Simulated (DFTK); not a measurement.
HfN:

```xyz
2
Lattice="0.0000 2.2560 2.2560 2.2560 0.0000 2.2560 2.2560 2.2560 0.0000" Properties=species:S:1:pos:R:3 pbc="T T T"
Hf    0.0000    0.0000    0.0000
N     2.2560    2.2560    2.2560
```

Base run:

* Program: DFTK 0.8.2
* Functional: PBE
* Potentials or basis: SG15 1.2 (PBE)
* Cutoff: 1225 eV
* k mesh: 8 × 8 × 8
* Occupations: fermi-dirac, width 0.05 eV
* Spin: no spin polarisation

Its results: band gap on the k mesh none (metal or under the smearing width); pressure 7.0 GPa.

Question: The run is repeated on the same cell with these changes: functional from PBE to BLYP. What comes out?

Answer: Band gap on the k mesh none (metal or under the smearing width); pressure 12.6 GPa.

BLYP binds less tightly than PBE, so the same cell stands under more pressure.

Caveats: the potentials were made for another functional, which shifts forces and pressure (some runs).

Not every run made on this cell is shown here.
